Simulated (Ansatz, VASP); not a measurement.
One calculation of BN, two programs

INCAR

```
SYSTEM = BN
PREC = Accurate
ENCUT = 520
EDIFF = 1E-7
ISMEAR = 0
SIGMA = 0.01
LREAL = .FALSE.
LASPH = .TRUE.
NELM = 100
ALGO = Normal
ISIF = 2
LWAVE = .FALSE.
LCHARG = .FALSE.
GGA = PS
NBANDS = 16
```

The input KPOINTS:

```
Automatic mesh
0
G
  9 9 6
  0 0 0
```

Contents of POSCAR:

```
BN
1.0
    2.5151549549      0.0000000000      0.0000000000
   -1.2575774774      2.1781880854      0.0000000000
    0.0000000000      0.0000000000      4.1606277791
B N
2 2
Direct
    0.3333333333      0.6666666667     -0.0001256023
    0.6666666667      0.3333333333      0.4998743977
    0.3333333333      0.6666666667      0.3741256023
    0.6666666667      0.3333333333      0.8741256023
```

Input for Ansatz:

```yaml
crystal:
  lattice:
    - [2.5151549549, 0.0, 0.0]
    - [-1.2575774774, 2.1781880854, 0.0]
    - [0.0, 0.0, 4.1606277791]
  atoms:
    - { symbol: B, position: [0.3333333333, 0.6666666667, -0.0001256023] }
    - { symbol: B, position: [0.6666666667, 0.3333333333, 0.4998743977] }
    - { symbol: "N", position: [0.3333333333, 0.6666666667, 0.3741256023] }
    - { symbol: "N", position: [0.6666666667, 0.3333333333, 0.8741256023] }
basis:
  ecutwfc: 600.0
kpoints:
  mp_grid: { grid: [9, 9, 6] }
  band_path:
    path:
      - [0.0, 0.0, 0.0]
      - [0.0, 0.0, 0.0]
      - [0.0, 0.0, 0.0]
      - [0.0, 0.0, 0.0]
      - [0.0, 0.0, 0.0]
      - [0.0, 0.0, 0.0]
      - [0.0, 0.0, 0.0]
      - [0.0, 0.0, 0.0]
      - [0.0, 0.0, 0.0]
      - [0.0, 0.0, 0.0]
      - [0.0, 0.0, 0.0]
      - [0.0, 0.0, 0.0]
      - [0.0, 0.0, 0.0]
      - [0.0, 0.0, 0.0]
      - [0.0, 0.0, 0.0]
      - [0.0, 0.0, 0.0]
      - [0.0, 0.0, 0.0]
      - [0.0, 0.0, 0.0]
      - [0.0, 0.0, 0.0]
      - [0.0, 0.0, 0.0]
      - [0.0, 0.0, 0.0]
      - [0.0, 0.0, 0.0]
      - [0.0, 0.0, 0.0]
      - [0.0, 0.0, 0.0]
      - [0.0, 0.0, 0.0]
      - [0.0, 0.0, 0.0]
      - [0.3, 0.0, 0.0]
      - [0.3166666667, 0.0, 0.0]
      - [0.3333333333, 0.0, 0.0]
      - [0.35, 0.0, 0.0]
      - [0.3666666667, 0.0, 0.0]
      - [0.3833333333, 0.0, 0.0]
      - [0.4, 0.0, 0.0]
      - [0.4166666667, 0.0, 0.0]
      - [0.4333333333, 0.0, 0.0]
      - [0.45, 0.0, 0.0]
      - [0.4666666667, 0.0, 0.0]
      - [0.4833333333, 0.0, 0.0]
      - [0.5, 0.0, 0.0]
      - [0.5, 0.0, 0.0]
      - [0.5, 0.0, 0.0416666667]
      - [0.5, 0.0, 0.0833333333]
      - [0.5, 0.0, 0.125]
      - [0.5, 0.0, 0.1666666667]
      - [0.5, 0.0, 0.2083333333]
      - [0.5, 0.0, 0.25]
      - [0.5, 0.0, 0.2916666667]
      - [0.5, 0.0, 0.3333333333]
      - [0.5, 0.0, 0.375]
      - [0.5, 0.0, 0.4166666667]
      - [0.5, 0.0, 0.4583333333]
      - [0.5, 0.0, 0.5]
      - [0.3333333333, 0.3333333333, 0.0]
      - [0.3333333333, 0.3333333333, 0.0]
      - [0.3333333333, 0.3333333333, 0.0]
      - [0.3333333333, 0.3333333333, 0.0]
      - [0.3333333333, 0.3333333333, 0.0]
      - [0.3333333333, 0.3333333333, 0.0]
      - [0.3333333333, 0.3333333333, 0.0]
      - [0.3333333333, 0.3333333333, 0.0]
      - [0.3333333333, 0.3333333333, 0.0]
      - [0.3333333333, 0.3333333333, 0.0]
      - [0.3333333333, 0.3333333333, 0.0]
      - [0.3333333333, 0.3333333333, 0.0]
      - [0.3333333333, 0.3333333333, 0.0]
      - [0.0, 0.0, 0.5]
      - [0.0, 0.0, 0.5]
      - [0.0, 0.0, 0.5]
      - [0.0, 0.0, 0.5]
      - [0.0, 0.0, 0.5]
      - [0.0, 0.0, 0.5]
      - [0.0, 0.0, 0.5]
      - [0.0, 0.0, 0.5]
      - [0.0, 0.0, 0.5]
      - [0.0, 0.0, 0.5]
      - [0.0, 0.0, 0.5]
      - [0.0, 0.0, 0.5]
      - [0.0, 0.0, 0.5]
    npoints: 1
hamiltonian:
  xc: pbesol
  pseudopotentials: { kind: paw, azcp: { folder: soft_1 } }
scf:
  occupations: { method: fixed }
  n_extra_bands: 6
output:
  eigenvalues: true
```

Alike in both runs: task single point; functional PBEsol; k mesh 9 × 9 × 6; no spin polarisation.

|  | VASP | Ansatz |
| --- | --- | --- |
| version | VASP 6.6.1 | Ansatz 0.2.0 |
| potentials or method | VASP PAW PBE potentials, release 64 (B, N) | scalar-relativistic, plane waves, PAW |
| plane-wave cutoff (eV) | 520 | 600 |
| occupations | gaussian, width 0.01 eV | fixed |
| valence electrons in the cell | 16 | 16 |

Ansatz gave:

| Property | Result |
| --- | --- |
| gap on the k mesh at the Fermi level (eV) | 4.89 |
| least direct gap on the mesh (eV) | 8.35 |

Which values does VASP return?

gap on the k mesh at the Fermi level (eV): 4.88; least direct gap on the mesh (eV): 8.35.

Ansatz warned: «pseudo_functional_mismatch».

Caveats: an odd mesh through Γ misses points on the zone boundary, where band edges often lie. A hybrid or GW would open this gap; PBEsol tends to underestimate it.
